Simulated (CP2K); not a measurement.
## Hf in CP2K: the effect of functional

Crystal: Hf.

```
Hf
1.0
     3.19670    0.00000    0.00000
    -1.59835    2.76842    0.00000
     0.00000    0.00000    5.05780
Hf
2
Cartesian
  1.5984 0.9228 3.7934
  0.0000 1.8456 1.2645
```

Alike in all runs:

| Item | Value |
| --- | --- |
| Program | CP2K 2026.2 |
| Task | single point |
| Potentials or basis | POTENTIAL_UZH Hf GTH-PBE-q12; TZVP-MOLOPT-PBE-GTH basis |
| Density cutoff | 9184 eV |
| k mesh | 10 × 10 × 5 |
| Occupations | fermi-dirac, width 0.05 eV |
| Spin | no spin polarisation |

```csv
functional,pressure (GPa)
PBE,0.8
LDA,-5.6
PBEsol,-2.9
BEEF-vdW,1.4
vdW-DF2,?
vdW-DF-cx,-2.5
r2SCAN,2.1
```

Question: What does the run with functional vdW-DF2 give?

Answer: Pressure 5.7 GPa.

Caveats: the basis of atomic orbitals isn't converged, which shifts pressures, moduli and gaps; the potentials were made for another functional, which shifts forces and pressure (some runs).
